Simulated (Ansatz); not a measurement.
Consider ZnCu₂SnS₄ (space group I-4, No. 82; a = 5.468 Å, c = 10.935 Å).

Levels (all Ansatz, a first-principles code, PAW, earlier PAW set): PBE (420 eV, scalar-relativistic without spin-orbit coupling); PBEsol (420 eV, without spin-orbit coupling).

Levels that relaxed their own cell: PBE and PBEsol.

```json
[
 {"level": "PBE", "lattice parameter c": "10.935 Å"},
 {"level": "PBEsol", "lattice parameter c": "10.754 Å"}
]
```

Measured: lattice parameter c 10.871 Å (temperature not stated; as listed in S. Poyyapakkam Ramkumar et al., Phys. Rev. B (2016)).

Computed minus measured — lattice parameter c: PBE +0.6 %, PBEsol -1.1 % (closest: PBE). Measured values not marked as corrected hold thermal and zero-point effects that the static-lattice runs lack.

Stability against distortions was not tested. All final runs are without spin polarisation. Gaps under 0.05 eV, about the width of the smearing, are given as zero.
